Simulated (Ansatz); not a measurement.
BP (rocksalt), 2 atoms and 8 valence electrons in a cell of about 20 Å³, was run 5 times in Ansatz 0.2.0, each time on 2 threads of Intel(R) Xeon(R) Platinum 8488C (Sapphire Rapids) (shared host). The times are single readings and vary with the host's load.

```tsv
run	k mesh	irreducible k	cutoff (eV)	plane waves	bands	SCF iterations	wall time	peak host memory (GiB)
relaxation, PBE	10×10×10	47	420	387	8	39	2.2 s	0.35
relaxation, r2SCAN	10×10×10	47	500	531	8	15	2.1 s	0.41
bands, PBE	10×10×10	47	420	387	8	6	0.51 s	0.33
single point, r2SCAN	10×10×10	47	500	531	8	6	0.88 s	0.4
single point, HSE06	8×8×8	29	420	387	8	14	9.1 s	0.98
```

The slowest run (single point, HSE06) took about 18 times as long as the quickest (bands, PBE).
